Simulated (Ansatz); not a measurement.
# Mg2Sn: the cost of one run

Program: Ansatz 0.2.0. Level of theory: DFT LDA, scalar-relativistic, plane waves, PAW. These are calculated values, not measurements.

## (1) Starting point

Symmetry: Fm-3m, No. 225, cubic system. Conventional cell: a = 6.739 Å, b = 6.739 Å, c = 6.739 Å, α = 90.00°, β = 90.00°, γ = 90.00°. Mg (site symmetry -43m) has 4 Sn at 2.92 Å as nearest neighbours. Around Sn (site symmetry m-3m) lie 8 Mg at 2.92 Å.

Structure file:

```cif
data_structure
_symmetry_space_group_name_H-M 'P 1'
_symmetry_Int_Tables_number 1
_cell_length_a 4.7652
_cell_length_b 4.7652
_cell_length_c 4.7652
_cell_angle_alpha 60.000
_cell_angle_beta 60.000
_cell_angle_gamma 60.000
_cell_volume 76.51
loop_
_atom_site_label
_atom_site_type_symbol
_atom_site_fract_x
_atom_site_fract_y
_atom_site_fract_z
_atom_site_occupancy
Mg1 Mg 0.25000 0.25000 0.25000 1
Mg2 Mg 0.75000 0.75000 0.75000 1
Sn1 Sn 0.00000 0.00000 0.00000 1
```

The structure comes from the Crystallography Open Database.

(A quick probe on a coarse mesh, which set the mesh and smearing, is not shown.)

## (3) Full relaxation

input.yaml

```yaml
crystal:
  lattice:
    - [0.0, 3.3695, 3.3695]
    - [3.3695, 0.0, 3.3695]
    - [3.3695, 3.3695, 0.0]
  atoms:
    - { symbol: Mg, position: [0.25, 0.25, 0.25] }
    - { symbol: Mg, position: [0.75, 0.75, 0.75] }
    - { symbol: Sn, position: [0.0, 0.0, 0.0] }
basis:
  ecutwfc: 420
kpoints:
  mp_grid: { grid: [12, 12, 12] }
hamiltonian:
  xc: lda
scf:
  occupations: { method: gaussian, width: 0.1 }
output:
  forces: true
  stress: true
  eigenvalues: true
  write_density: true
  write_potential: true
  elf: true
  volumetric_format: npy
relax:
  adjacent_minimum: "off"
  f_tol: 0.005
  max_steps: 80
  cell: { stress_tol: 0.05 }
```

Run with:

```bash
> ansatz run input.yaml --threads 2 --pin off --max-ram 5120MiB --backend cpu --events-out ev --progress --plain --runs-dir out
```

What time and memory should one allow on 2 threads of Arm Neoverse N1, shared host?

About 27 s, with a peak of 0.4 GiB.
